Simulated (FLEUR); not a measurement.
# GaSb (F-43m) in FLEUR: further runs

Aim: see how the results for GaSb move with the level of theory and the settings. Levels: LDA, r2SCAN. Tasks: equation of state.

Program: FLEUR MaX-R8.1 (later development tree). These are calculated values, not measurements. Logs are shortened: lines on timing, memory, paths and dates and some standing lists are left out, and cuts for length are marked.

**1. The crystal as given**

The structure is cubic, space group F-43m (No. 216). The conventional cell has a = 6.118 Å, b = 6.118 Å, c = 6.118 Å, α = 90.00°, β = 90.00°, γ = 90.00°. Sb (site symmetry -43m) has 4 Ga at 2.65 Å as nearest neighbours. Around Ga (site symmetry -43m) lie 4 Sb at 2.65 Å.

**2. Equation of state, LDA**

Potentials or basis: all-electron, FLAPW.

This step only gathers the single runs of the series.

Results:

```yaml
Equilibrium_volume: 27.66 Å³/atom
Bulk_modulus: 55 GPa
Pressure_derivative_of_the_bulk_modulus: "4.3 (rough: it moves with the points fitted)"
```

Energy against volume, from the lowest point:
| volume (Å³/atom) | energy (meV/atom) |
| --- | --- |
| 26.907 | 3.46 |
| 27.480 | 0.00 |
| 28.625 | 5.27 |
| 29.770 | 23.92 |
| 30.342 | 37.50 |

Spin-orbit coupling is left out, which matters for the levels of Sb. LDA usually gives volumes a few per cent too small.

**3. Equation of state, r2SCAN, 26.91 Å³/atom (volume scaled by 0.94)**

Input file inp.xml:

```xml
<?xml version="1.0" encoding="UTF-8" standalone="no"?>
<fleurInput fleurInputVersion="0.39">
   <comment>
      GaSb                                                                                                
   </comment>
   <calculationSetup>
      <cutoffs Kmax="4.5" Gmax="13.9" GmaxXC="13.9" numbands="0"/>
      <scfLoop itmax="80" minDistance="0.0001" maxIterBroyd="30" imix="Anderson" alpha="0.05" precondParam="0.0" spinf="2.0" sdNocoIR="T"/>
      <coreElectrons ctail="F" frcor="F" kcrel="0" coretail_lmax="0"/>
      <xcFunctional name="LibXC" relativisticCorrections="F">
         <LibXCName exchange="mgga_x_r2scan" correlation="mgga_c_r2scan"/>
         <AuxGGA exchange="117" correlation="130"/>
      </xcFunctional>
      <magnetism jspins="1"/>
      <soc l_soc="F" theta="0.0" phi="0.0" spav="F"/>
      <expertModes spex="0" secvar="F"/>
      <geometryOptimization l_f="F" forcealpha="1.0" forcemix="BFGS" epsdisp="0.00001" epsforce="0.00001"/>
      <ldaU l_linMix="F" mixParam="0.05" spinf="1.0"/>
   </calculationSetup>
   <cell>
      <bzIntegration valenceElectrons="42.0" mode="hist" fermiSmearingEnergy="0.00183747">
         <kPointListSelection listName="default-1"/>
         <!-- k-points included here -->
         <xi:include xmlns:xi="http://www.w3.org/2001/XInclude" href="kpts.xml"> </xi:include>
      </bzIntegration>
      <!-- symmetry operations included here -->
      <xi:include xmlns:xi="http://www.w3.org/2001/XInclude" href="sym.xml"> </xi:include>
      <bulkLattice scale="0.9795861087">
         <bravaisMatrix>
            <row-1>    0.0000000000000000     5.7806722151513998     5.7806722151513998</row-1>
            <row-2>    5.7806722151513998     0.0000000000000000     5.7806722151513998</row-2>
            <row-3>    5.7806722151513998     5.7806722151513998     0.0000000000000000</row-3>
[... 20 lines left out ...]
      </species>
      <species name="Gallium (Ga)" element="Ga" atomicNumber="31">
         <mtSphere radius="2.18" gridPoints="745" logIncrement="0.017"/>
         <atomicCutoffs lmax="9" lnonsphr="9"/>
         <electronConfig flipSpins="F">
            <coreConfig>(1s1/2) (2s1/2) (2p1/2) (2p3/2)</coreConfig>
            <valenceConfig>(3s1/2) (3p1/2) (3p3/2) (4s1/2) (3d3/2) (3d5/2) (4p1/2) (4p3/2)</valenceConfig>
            <stateOccupation state="(4p1/2)" spinUp="0.166667" spinDown="0.166667"/>
            <stateOccupation state="(4p3/2)" spinUp="0.333333" spinDown="0.333333"/>
         </electronConfig>
         <energyParameters s="4" p="4" d="3" f="4"/>
         <lo type="SCLO" l="0" n="3" eDeriv="0"/>
         <lo type="SCLO" l="1" n="3" eDeriv="0"/>
         <lo type="SCLO" l="1" n="3" eDeriv="1"/>
         <lo type="HELO" l="2" n="4" eDeriv="0"/>
         <lo type="HELO" l="2" n="4" eDeriv="1"/>
         <lo type="SCLO" l="3" n="4" eDeriv="2"/>
      </species>
   </atomSpecies>
   <atomGroups>
      <atomGroup species="Antimony (Sb)">
         <relPos label="                   1">-1.000/4.000 -1.000/4.000 -1.000/4.000</relPos>
         <force calculate="T" relaxXYZ="TTT"/>
      </atomGroup>
      <atomGroup species="Gallium (Ga)">
         <relPos label="                   2">.0000000000 .0000000000 .0000000000</relPos>
         <force calculate="T" relaxXYZ="TTT"/>
      </atomGroup>
   </atomGroups>
   <output dos="F" band="F" slice="F">
      <checks vchk="F" cdinf="F"/>
      <bandDOS minEnergy="-.5*Htr" maxEnergy="0.5*Htr" sigma="0.015" storeEVData="T"/>
      <vacuumDOS vacdos="F" integ="F" star="F" nstars="0" locx1="0.0" locy1="0.0" locx2="0.0" locy2="0.0" nstm="0" tworkf="0.0"/>
      <unfoldingBand unfoldBand="F" supercellX="1" supercellY="1" supercellZ="1"/>
      <plotting iplot="0" polar="F">
         <plot TwoD="T" vec1="  1.0  0.0  0.0" vec2="  0.0  1.0  0.0" vec3="  0.0  0.0  1.0" zero="  0.0  0.0  0.0" file="plot"/>
      </plotting>
      <chargeDensitySlicing numkpt="0" minEigenval="0.0" maxEigenval="0.0" nnne="0" pallst="F"/>
      <specialOutput eonly="F"/>
      <moessbauerParams electricFieldGradient="T" isomerShift="T" coreHyperfine="T" valenceHyperfine="T"/>
      <magneticCircularDichroism mcd="F" energyLo="-10.0" energyUp="0.0"/>
   </output>
  <!-- We include the file relax.xml here to enable relaxations (see documentation) -->
  <xi:include xmlns:xi="http://www.w3.org/2001/XInclude" href="relax.xml"> <xi:fallback/> </xi:include>
</fleurInput>
```

Potentials or basis: all-electron, FLAPW.

Run with:

```bash
> inpgen -f crystal.txt -profile fastHighL
> # inp.xml edited to the form shown
> fleur_MPI
```

Wall time 4.3 min (1 thread of Intel Xeon at 2.50GHz (Skylake/Cascade Lake), shared host); peak memory 0.1 GiB.

It converged, with:

* Free energy: -229336.0749 eV
* Band gap on the k mesh: 0.85 eV, indirect (least direct gap 0.94 eV)
* Valence electrons inside the program's atomic spheres: Sb 18.29; Ga 19.25 (radii Sb 2.31, Ga 2.18 bohr)

Caveat: the meta-GGA is that of a development version, with a GGA for the radial functions and cores and without core tails; spin-orbit coupling is left out, which moves the levels of the heavy elements.

**4. Equation of state, r2SCAN, 27.48 Å³/atom (volume scaled by 0.96)**

Changes to inp.xml since step 3:

```diff
@@ -27,3 +27,3 @@
       <xi:include xmlns:xi="http://www.w3.org/2001/XInclude" href="sym.xml"> </xi:include>
-      <bulkLattice scale="0.9795861087">
+      <bulkLattice scale="0.9864848297">
          <bravaisMatrix>
```

Run with:

```bash
> inpgen -f crystal.txt -profile fastHighL
> # inp.xml edited to the form shown
> fleur_MPI
```

It took 4.4 min on 1 thread of Intel Xeon at 2.50GHz (Skylake/Cascade Lake), shared host; peak memory 0.1 GiB.

Results (log left out):

| Property | Result |
| --- | --- |
| Free energy | -229336.1006 eV |
| Band gap on the k mesh | 0.77 eV, direct |
| Valence electrons inside the program's atomic spheres | Sb 18.27; Ga 19.23 (radii Sb 2.31, Ga 2.18 bohr) |

Caveat: the meta-GGA is that of a development version, with a GGA for the radial functions and cores and without core tails; spin-orbit coupling is left out, which moves the levels of the heavy elements.

**5. Equation of state, r2SCAN, 28.62 Å³/atom**

Changes to inp.xml since step 4:

```diff
@@ -27,3 +27,3 @@
       <xi:include xmlns:xi="http://www.w3.org/2001/XInclude" href="sym.xml"> </xi:include>
-      <bulkLattice scale="0.9864848297">
+      <bulkLattice scale="1.0000000000">
          <bravaisMatrix>
```

Run with:

```bash
> inpgen -f crystal.txt -profile fastHighL
> # inp.xml edited to the form shown
> fleur_MPI
```

It took 4.8 min on 1 thread of Intel Xeon at 2.50GHz (Skylake/Cascade Lake), shared host; peak memory 0.1 GiB.

It converged, with:

```
Free energy                                           : -229336.1237 eV
Band gap on the k mesh                                : 0.47 eV, direct
Valence electrons inside the program's atomic spheres : Sb 18.25; Ga 19.20 (radii Sb 2.31, Ga 2.18 bohr)
```

Caveat: the meta-GGA is that of a development version, with a GGA for the radial functions and cores and without core tails; spin-orbit coupling is left out, which moves the levels of the heavy elements.

**6. Equation of state, r2SCAN, 29.77 Å³/atom (volume scaled by 1.04)**

Changes to inp.xml since step 5:

```diff
@@ -27,3 +27,3 @@
       <xi:include xmlns:xi="http://www.w3.org/2001/XInclude" href="sym.xml"> </xi:include>
-      <bulkLattice scale="1.0000000000">
+      <bulkLattice scale="1.0131594038">
          <bravaisMatrix>
```

Potentials or basis: all-electron, FLAPW.

Run with:

```bash
> inpgen -f crystal.txt -profile fastHighL
> # inp.xml edited to the form shown
> fleur_MPI
```

It took 4.9 min on 1 thread of Intel Xeon at 2.50GHz (Skylake/Cascade Lake), shared host; peak memory 0.1 GiB.

It converged, with:

```yaml
Free_energy: -229336.1152 eV
Band_gap_on_the_k_mesh: 0.17 eV, direct
Valence_electrons_inside_the_program's_atomic_spheres: Sb 18.22; Ga 19.17 (radii Sb 2.31, Ga 2.18 bohr)
```

Caveat: the meta-GGA is that of a development version, with a GGA for the radial functions and cores and without core tails; spin-orbit coupling is left out, which moves the levels of the heavy elements.

**7. Equation of state, r2SCAN, 30.34 Å³/atom (volume scaled by 1.06)**

Changes to inp.xml since step 6:

```diff
@@ -27,3 +27,3 @@
       <xi:include xmlns:xi="http://www.w3.org/2001/XInclude" href="sym.xml"> </xi:include>
-      <bulkLattice scale="1.0131594038">
+      <bulkLattice scale="1.0196128224">
          <bravaisMatrix>
```

Run with:

```bash
> inpgen -f crystal.txt -profile fastHighL
> # inp.xml edited to the form shown
> fleur_MPI
```

Wall time 5.7 min (1 thread of Intel Xeon at 2.50GHz (Skylake/Cascade Lake), shared host); peak memory 0.1 GiB.

It converged, with:

* Free energy: -229336.1009 eV
* Band gap on the k mesh: none (metal or under the smearing width)
* Valence electrons inside the program's atomic spheres: Sb 18.21; Ga 19.15 (radii Sb 2.31, Ga 2.18 bohr)

Caveat: the meta-GGA is that of a development version, with a GGA for the radial functions and cores and without core tails.

**8. Equation of state, r2SCAN**

Potentials or basis: all-electron, FLAPW.

This step only gathers the single runs of the series.

What came out:

- Equilibrium volume: 28.85 Å³/atom
- Bulk modulus: 53 GPa

Energy against volume, from the lowest point:
| volume (Å³/atom) | energy (meV/atom) |
| --- | --- |
| 26.907 | 24.42 |
| 27.480 | 11.56 |
| 28.625 | 0.00 |
| 29.770 | 4.24 |
| 30.342 | 11.39 |

Caveat: the meta-GGA is that of a development version, with a GGA for the radial functions and cores and without core tails. Zero-point motion and thermal expansion aren't in these numbers.
